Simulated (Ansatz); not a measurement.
Crystal: Ge.

```
Ge
1.0
     1.48805   -2.59469    0.00000
     1.48805    2.59469    0.00000
     0.00000    0.00000    4.72760
Ge
2
Direct
  0.33345 0.66655 0.25000
  0.66655 0.33345 0.75000
```

This isn't the form of Ge at room conditions, which is diamond.

```yaml
Program: Ansatz 0.2.0
Task: relaxation of cell and atoms
Functional: PBEsol
Potentials_or_basis: Ansatz PAW
Cutoff: "420 eV (not typed: the program's choice for these potentials)"
k_mesh: 10 × 10 × 6
Occupations: fermi-dirac, width 0.05 eV
Spin: no spin polarisation
```

At the start: volume 18.25 Å³/atom.

Q: How do energy, volume and symmetry change on relaxing?

A: It ends after 19 steps and the volume is 18.36 Å³/atom (+0.6 %); space group P6/mmm (No. 191, to 0.05 Å).

Step by step:
```csv
step,energy change (eV),largest force (eV/Å),volume (Å³)
1,0.0000,0.0006,36.51
2,-0.0051,0.0043,36.82
3,-0.0055,0.0061,36.63
4,-0.0057,0.0069,36.65
5,-0.0058,0.0077,36.64
6,-0.0060,0.0074,36.64
7,-0.0247,0.1107,36.49
8,-0.0682,0.0632,36.50
9,-0.1275,0.0727,36.41
10,-0.1408,0.0388,36.88
11,-0.1419,0.0134,36.59
12,-0.1465,0.0033,36.74
13,-0.1475,0.0028,36.73
14,-0.1481,0.0016,36.71
15,-0.1488,0.0009,36.64
16,-0.1489,0.0006,36.66
17,-0.1501,0.0006,36.66
18,-0.1502,0.0002,36.71
19,-0.1502,0.0002,36.71
```

Final structure:
```
CELL_PARAMETERS angstrom
1.42491 -2.46815 0.00000
1.42491 2.46815 0.00000
0.00000 0.00000 5.21918
ATOMIC_POSITIONS crystal
Ge 0.49984 0.50016 0.25000
Ge 0.50016 0.49984 0.75000
```

Caveat: the plane-wave basis is chosen anew once the cell has moved, so the energies of steps on either side of that aren't comparable; the PAW data sets come from PBE, with cores solved anew for the run's functional, which leaves a small shift of forces and pressure.
